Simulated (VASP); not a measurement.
# K (Im-3m) in VASP: further runs

Runs on K. Level: r2SCAN. Tasks: single point.

Program: VASP 6.6.1. These are calculated values, not measurements. Logs are shortened: lines on timing, memory, paths and dates and some standing lists are left out, and cuts for length are marked.

### 1 The crystal as given

Symmetry: Im-3m, No. 229, cubic system. Conventional cell: a = 5.395 Å, b = 5.395 Å, c = 5.395 Å, α = 90.00°, β = 90.00°, γ = 90.00°.

### 2 Single point, r2SCAN

INCAR reads:

```
SYSTEM = K
ADDGRID = .False.
ALGO = Normal
EDIFF = 1E-6
ENCUT = 450
ISIF = 2
ISMEAR = -1
LASPH = .False.
LCHARG = .False.
LMIXTAU = .True.
LREAL = .False.
LWAVE = .False.
METAGGA = R2SCAN
NBANDS = 10
NELM = 100
PREC = Accurate
SIGMA = 0.15
```

KPOINTS reads:

```
k-points
0
Gamma
  4 4 4
  0 0 0
```

POSCAR reads:

```
K
1.0
   -2.6491090000      2.6630490000      2.6437420000
    2.6773590000     -2.6874940000      2.6964360000
    2.7342160000      2.7726000000     -2.6681870000
K
1
Direct
   -0.0060180000      0.0074470000      0.0002300000
```

Potentials or basis: VASP PAW PBE potentials, release 64 (K_pv).

Started as:

```bash
> cat potpaw_PBE.64/K_pv/POTCAR > POTCAR
> mpirun -np 1 vasp_std > vasp.out
```

OUTCAR:

```text
SYSTEM = K
   EDIFF = 1E-6
   ENCUT = 450
   ISIF = 2
   ISMEAR = -1
   LASPH = .False.
   LREAL = .False.
   METAGGA = R2SCAN
   NELM = 100
   PREC = Accurate
     LASPH = .TRUE.)

 Found     36 irreducible k-points:

 Following reciprocal coordinates:
            Coordinates               Weight
  0.000000  0.000000  0.000000      1.000000
  0.250000  0.000000 -0.000000      2.000000
  0.500000  0.000000 -0.000000      1.000000
  0.000000  0.250000  0.000000      2.000000
  0.250000  0.250000 -0.000000      2.000000
  0.500000  0.250000 -0.000000      2.000000
   k-points           NKPTS =     36   k-points in BZ     NKDIM =     36   number of bands    NBANDS=     10
   number of dos      NEDOS =    301   number of ions     NIONS =      1
   total plane-waves  NPLWV =  36864
   dimension x,y,z NGX =    32 NGY =   32 NGZ =   36
   dimension x,y,z NGXF=    64 NGYF=   64 NGZF=   72
   ions per type =               1
   NGX,Y,Z   is equivalent  to a cutoff of  11.58, 11.43, 12.68 a.u.
   NGXF,Y,Z  is equivalent  to a cutoff of  23.16, 22.86, 25.36 a.u.
 SYSTEM =  K
   PREC   = accura    normal or accurate (medium, high low for compatibility)
   ISTART =      0    job   : 0-new  1-cont  2-samecut
   ICHARG =      2    charge: 1-file 2-atom 10-const
   ISPIN  =      1    spin polarized calculation?
   LNONCOLLINEAR =      F non collinear calculations
   LSORBIT =      F    spin-orbit coupling
   LASPH  =      F    aspherical Exc in radial PAW
   ENCUT  =  450.0 eV  33.07 Ry    5.75 a.u.   7.94  8.05  8.16*2*pi/ulx,y,z
   NELM   =    100;   NELMIN=  2; NELMDL= -5     # of ELM steps
   EDIFF  = 0.1E-05   stopping-criterion for ELM
   LREAL  =      F    real-space projection
   EDIFFG = 0.1E-04   stopping-criterion for IOM
   NSW    =      0    number of steps for IOM
   IBRION =     -1    ionic relax: 0-MD 1-quasi-New 2-CG
   NFREE  =      0    steps in history (QN), initial steepest desc. (CG)
   ISIF   =      2    stress and relaxation
   ISYM   =      2    0-nonsym 1-usesym 2-fastsym
   POTIM  = 0.5000    time-step for ionic-motion
   TEBEG  =    0.0;   TEEND  =   0.0 temperature during run
   PSTRESS=    0.0 pullay stress
   NELECT =       7.0000    total number of electrons
   NUPDOWN=      -1.0000    fix difference up-down
   EMIN   =  10.00;   EMAX   =-10.00  energy-range for DOS
   EFERMI =   0.00;   METHOD = LEGACY
   ISMEAR =    -1;   SIGMA  =   0.15  broadening in eV -4-tet -1-fermi 0-gaus
   EFERMI_NEDOS =   21; number of points for ismear=-14 and -15
   IALGO  =     38    algorithm
   IMIX   =      4    mixing-type and parameters
     AMIX     =   0.40;   BMIX     =  1.00
     AMIX_MAG =   1.60;   BMIX_MAG =  1.00
  volume/ion in A,a.u.               =      78.52       529.87
  Fermi-wavevector in a.u.,A,eV,Ry     =   0.731335  1.382024  7.277098  0.534852
  Thomas-Fermi vector in A             =   1.823527
   LORBIT       =      0    0 simple, 1 ext, 2 COOP (PROOUT), +10 PAW based schemes
   METAGGA = R2SCAN    functional components
   LHFCALC =     F    Hartree Fock is set to
   AEXX    =    0.0000 exact exchange contribution
   IVDW    =     0    specifies the selected vdW correction
   LEPSILON=     F    determine dielectric tensor
   LRPA    =     F    only Hartree local field effects (RPA)
 non-spin polarized calculation
  energy-cutoff  :      450.00
  volume of cell :       78.52
 maximum number of plane-waves:      1718
   NGX = 15   NGY = 17   NGZ = 17

 number of electron       7.0000000 magnetization

 Free energy of the ion-electron system (eV)
  ---------------------------------------------------
  ext. energy  EPLUGINS =         0.00000000
  ---------------------------------------------------
  free energy    TOTEN  =        -5.97497887 eV

  energy without entropy =       -5.89136088  energy(sigma->0) =       -5.93316988

 E-fermi :  -1.2298     XC(G=0):  -5.7871

 val. band max:       -1.2355008054   @ k =   0.2500   0.5000   0.0000
 cond. band min:      -1.2024308339   @ k =   0.5000   0.2500  -0.0000
 fundamental gap:      0.0330699715
 Fermi energy:        -1.2298093860

 k-point     1 :       0.0000    0.0000    0.0000
  band No.  band energies     occupation
      1     -17.4954      2.00000
      2     -17.4935      2.00000
      3     -17.4922      2.00000
      4      -3.4269      2.00000
      5       3.4696      0.00000
      6       3.5323      0.00000
      7       3.6624      0.00000
      8       4.5051      0.00000
      9       4.6058      0.00000
     10       6.8408      0.00000

 k-point     2 :       0.2500    0.0000   -0.0000
  band No.  band energies     occupation
      1     -17.5240      2.00000
      2     -17.5027      2.00000
      3     -17.4932      2.00000
      4      -2.6479      1.99984
      5       2.0008      0.00000
      6       2.7706      0.00000
      7       4.1341      0.00000
      8       4.3225      0.00000
      9       4.4002      0.00000
     10       6.6723      0.00000

 k-point     3 :       0.5000    0.0000   -0.0000
  band No.  band energies     occupation
      1     -17.5529      2.00000
      2     -17.5122      2.00000
      3     -17.4932      2.00000
      4      -0.6133      0.03229
      5      -0.5641      0.02336
      6       2.2593      0.00000
      7       4.1571      0.00000
      8       4.9174      0.00000
      9       5.1533      0.00000
     10       5.5918      0.00000

 k-point     4 :       0.0000    0.2500    0.0000
  band No.  band energies     occupation
      1     -17.5210      2.00000
      2     -17.5027      2.00000
      3     -17.4944      2.00000
      4      -2.6599      1.99986
      5       1.9453      0.00000
      6       2.7382      0.00000
      7       4.1181      0.00000
      8       4.4311      0.00000
      9       4.4576      0.00000
     10       6.6544      0.00000

 k-point     5 :       0.2500    0.2500   -0.0000
  band No.  band energies     occupation
      1     -17.5360      2.00000
      2     -17.5210      2.00000
      3     -17.4995      2.00000
      4      -1.2547      1.08264
      5       0.8139      0.00000
      6       1.3946      0.00000
      7       3.9254      0.00000
      8       4.2407      0.00000
      9       5.1866      0.00000
     10       6.0445      0.00000

 k-point     6 :       0.5000    0.2500   -0.0000
  band No.  band energies     occupation
      1     -17.5468      2.00000
      2     -17.5152      2.00000
      3     -17.4978      2.00000
      4      -1.2024      0.90899
      5       0.7886      0.00000
      6       1.4138      0.00000
      7       3.9070      0.00000
      8       4.3003      0.00000
      9       5.0657      0.00000
     10       6.2457      0.00000

 [... further k-points ...]

------------------------ aborting loop because EDIFF is reached ----------------------------------------

  FORCE on cell =-STRESS in cart. coord.  units (eV):
  Direction    XX          YY          ZZ          XY          YZ          ZX
  --------------------------------------------------------------------------------------
  -------------------------------------------------------------------------------------
  Total       -0.0011017     -0.0023086      0.0076197     -0.0123801      0.0034696     -0.0012319
  in kB       -0.0224794     -0.0471078      0.1554795     -0.2526174      0.0707980     -0.0251373
  external PRESSURE =       0.0286308 kB  Pullay stress =       0.0000000 kB

 VOLUME and BASIS-vectors are now :
 -----------------------------------------------------------------------------
  energy-cutoff  :      450.00
  volume of cell :       78.52
      direct lattice vectors                 reciprocal lattice vectors
    -2.649109000  2.663049000  2.643742000    -0.003889548  0.184877607  0.188126541
     2.677359000 -2.687494000  2.696436000     0.183848792 -0.002040834  0.186277758
     2.734216000  2.772600000 -2.668187000     0.181941348  0.181121382 -0.000133391

 POSITION                                       TOTAL-FORCE (eV/Angst)
 -----------------------------------------------------------------------------------
     -2.61260      2.62765      2.64730         0.000000      0.000000      0.000000
 -----------------------------------------------------------------------------------
    total drift:                               -0.000001      0.000022      0.000011

  FREE ENERGIE OF THE ION-ELECTRON SYSTEM (eV)
  ---------------------------------------------------
  free  energy   TOTEN  =        -5.9749788690 eV

  energy  without entropy=       -5.8913608840  energy(sigma->0) =       -5.93316988
```

Wall time 63 s (1 thread of Intel Xeon Platinum 8559C (Emerald Rapids), shared host); peak memory 0.19 GiB.

These settings aren't checked as converged: the numbers below hold their error.

What came out:

| Quantity | Value |
| --- | --- |
| Free energy | -5.9750 eV |
| Pressure | 0.0 GPa |
| Band gap on the k mesh | none (metal or under the smearing width) |

Caveat: the k mesh is coarse (spacing up to 0.41 Å⁻¹), so the values aren't converged; the PAW data sets were made with another functional, which shifts forces and pressure a little.

### 3 Single point, r2SCAN

INCAR reads:

```
SYSTEM = K
ADDGRID = .False.
ALGO = Normal
EDIFF = 1E-4
ENCUT = 450
ISIF = 2
ISMEAR = -1
LASPH = .True.
LCHARG = .False.
LMIXTAU = .True.
LREAL = Auto
LWAVE = .False.
METAGGA = R2SCAN
NBANDS = 10
NELM = 100
PREC = Normal
SIGMA = 0.15
```

KPOINTS is that of step 2.

POSCAR reads:

```
K
1.0
   -2.6975585167      2.6975585167      2.6975585167
    2.6975585167     -2.6975585167      2.6975585167
    2.6975585167      2.6975585167     -2.6975585167
K
1
Direct
    0.0000000000      0.0000000000      0.0000000000
```

Potentials or basis: VASP PAW PBE potentials, release 64 (K_pv).

Started as:

```bash
> cat potpaw_PBE.64/K_pv/POTCAR > POTCAR
> mpirun -np 1 vasp_std > vasp.out
```

Run time: 15 s. Hardware: 1 thread of Intel Xeon Platinum 8559C (Emerald Rapids), shared host; peak memory 0.14 GiB.

The run converged, but some of its settings lie outside the range that counts as converged, so its numbers aren't taken as properties of the crystal.

What came out:

| Property | Result |
| --- | --- |
| Free energy | -5.9752 eV |
| Pressure | 0.0 GPa |
| Band gap on the k mesh | none (metal or under the smearing width) |

Caveat: the k mesh is coarse (spacing up to 0.41 Å⁻¹), so the values aren't converged; the PAW data sets were made with another functional, which shifts forces and pressure a little.

### 4 Single point, r2SCAN

INCAR is that of step 3.

KPOINTS is that of step 3.

POSCAR reads:

```
K
1.0
   -2.6491090000      2.6630490000      2.6437420000
    2.6773590000     -2.6874940000      2.6964360000
    2.7342160000      2.7726000000     -2.6681870000
K
1
Direct
   -0.0060180000      0.0074470000      0.0002300000
```

Started as:

```bash
> cat potpaw_PBE.64/K_pv/POTCAR > POTCAR
> mpirun -np 1 vasp_std > vasp.out
```

It took 27 s on 1 thread of Intel Xeon Platinum 8559C (Emerald Rapids), shared host; peak memory 0.14 GiB.

The run converged, but some of its settings lie outside the range that counts as converged, so its numbers aren't taken as properties of the crystal.

What came out:

```
Free energy            : -5.9763 eV
Pressure               : 0.0 GPa
Band gap on the k mesh : none (metal or under the smearing width)
```

Caveat: the k mesh is coarse (spacing up to 0.41 Å⁻¹), so the values aren't converged; the PAW data sets were made with another functional, which shifts forces and pressure a little.

### 5 Single point, r2SCAN

INCAR reads:

```
SYSTEM = K
ADDGRID = .False.
ALGO = Normal
EDIFF = 1E-6
ENCUT = 300
ISIF = 2
ISMEAR = -1
LASPH = .True.
LCHARG = .False.
LMIXTAU = .True.
LREAL = .False.
LWAVE = .False.
METAGGA = R2SCAN
NBANDS = 10
NELM = 100
PREC = Accurate
SIGMA = 0.15
```

KPOINTS reads:

```
k-points
0
Gamma
  5 5 5
  0 0 0
```

POSCAR reads:

```
K
1.0
   -2.6975585167      2.6975585167      2.6975585167
    2.6975585167     -2.6975585167      2.6975585167
    2.6975585167      2.6975585167     -2.6975585167
K
1
Direct
    0.0000000000      0.0000000000      0.0000000000
```

Started as:

```bash
> cat potpaw_PBE.64/K_pv/POTCAR > POTCAR
> mpirun -np 1 vasp_std > vasp.out
```

Wall time 36 s (1 thread of Intel Xeon Platinum 8559C (Emerald Rapids), shared host); peak memory 0.15 GiB.

These settings aren't checked as converged: the numbers below hold their error.

What came out:

```
Free energy            : -6.0080 eV
Pressure               : -0.1 GPa
Band gap on the k mesh : none (metal or under the smearing width)
```

Caveat: the PAW data sets were made with another functional, which shifts forces and pressure a little.

### 6 For comparison

An earlier run on the cell as given: functional PBE; potentials or basis VASP PAW PBE potentials, release 64 (K_sv); cutoff 520 eV; k mesh 7 × 7 × 7; occupations fermi-dirac, width 0.05 eV; no spin polarisation.

- Pressure: -0.2 GPa
- Band gap on the k mesh: none (metal or under the smearing width)
